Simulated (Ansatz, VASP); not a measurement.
Te: VASP beside Ansatz

File INCAR:

```
SYSTEM = Te
PREC     = Accurate       ! precision mode
ENCUT    = 520            ! plane-wave cutoff, eV
EDIFF    = 1E-8           ! SCF threshold, eV
ISMEAR   = -1             ! smearing method
SIGMA    = 0.05           ! smearing width, eV
LREAL    = .False.        ! projectors in reciprocal space
LASPH    = .True.         ! aspherical terms in the spheres
NELM     = 100            ! most SCF steps
ALGO     = Normal         ! electronic algorithm
ISIF     = 2              ! what is computed and relaxed
LWAVE    = .False.        ! write WAVECAR
LCHARG   = .False.        ! write CHGCAR
GGA      = PE             ! functional
LEFG     = .True.       
NBANDS   = 9              ! bands
```

Contents of KPOINTS:

```
regular mesh
0
Gamma
  14 14 14
  0 0 0
```

The input POSCAR:

```
Te
1.0
   -1.9639801922      1.9639801922      1.9639801922
    1.9639801922     -1.9639801922      1.9639801922
    1.9639801922      1.9639801922     -1.9639801922
Te
1
Direct
    0.0000000000      0.0000000000      0.0000000000
```

Input for Ansatz:

```yaml
crystal:
  lattice:
    - [-1.9639801922, 1.9639801922, 1.9639801922]
    - [1.9639801922, -1.9639801922, 1.9639801922]
    - [1.9639801922, 1.9639801922, -1.9639801922]
  atoms:
    - { symbol: Te, position: [0.0, 0.0, 0.0] }
kpoints:
  mp_grid: { grid: [14, 14, 14] }
scf:
  occupations: { method: fermi_dirac, width: 0.05 }
hamiltonian:
  xc: pbe
  pseudopotentials: { kind: paw }
output:
  forces: true
  stress: true
  eigenvalues: true
  efg: { contact_densities: true }
```

Change from the starting cell: volume scaled by 1.06, PAW files.

Alike in both runs: task electric field gradients; functional PBE; k mesh 14 × 14 × 14; occupations fermi-dirac, width 0.05 eV; no spin polarisation.

|  | VASP | Ansatz |
| --- | --- | --- |
| version | VASP 6.6.1 | Ansatz 0.2.0 |
| potentials or method | VASP PAW PBE potentials, release 64 (Te) | PAW with Ansatz's default frozen-core files, scalar-relativistic |
| plane-wave cutoff (eV) | 520 | 420 |
| valence electrons in the cell | 6 | 16 |

|  | VASP | Ansatz | Ansatz less VASP |
| --- | --- | --- | --- |
| pressure (GPa) | -2.8 | -2.7 | +0.07 |
| Vzz of the field gradient on the site that differs most (V/Å²) | 0.0 | 0.0 | 0.00 |

The functional is the same, so the differences come from potentials, cutoffs and numerics. The two sets of potentials don't hold the same shells in valence. Ansatz warned: «gradients_without_spin_orbit».

Spin-orbit coupling is left out, which matters for the levels of Te.
